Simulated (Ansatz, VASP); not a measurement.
K: VASP beside Ansatz

```
K
1.0
     4.58082    0.00000    0.00000
    -2.29041    3.96711    0.00000
     0.00000    0.00000    4.28020
K
1
Direct
  0.00000 0.00000 0.00000
```

Alike in both runs: task relaxation of cell and atoms; functional PBE; k mesh 15 × 15 × 14; occupations gaussian, width 0.1 eV; no spin polarisation.

|  | VASP | Ansatz |
| --- | --- | --- |
| version | VASP 6.6.1 | Ansatz 0.2.0 |
| potentials or method | VASP PAW PBE potentials, release 64 (K_sv) | scalar-relativistic, plane waves, PAW |
| plane-wave cutoff (eV) | 600 | 420 |
| valence electrons in the cell | 9 | 9 |

```csv
,VASP,Ansatz,Ansatz less VASP
"gap on the k mesh at the Fermi level, each at its own relaxed structure (eV)",none,none,-
relaxed volume (Å³/atom),76.64,76.57,-0.072
relaxed cell length with the largest relative difference (Å),4.547,4.545,-0.0021
```

A gap of «none» marks a metal or a gap that the smearing closes.
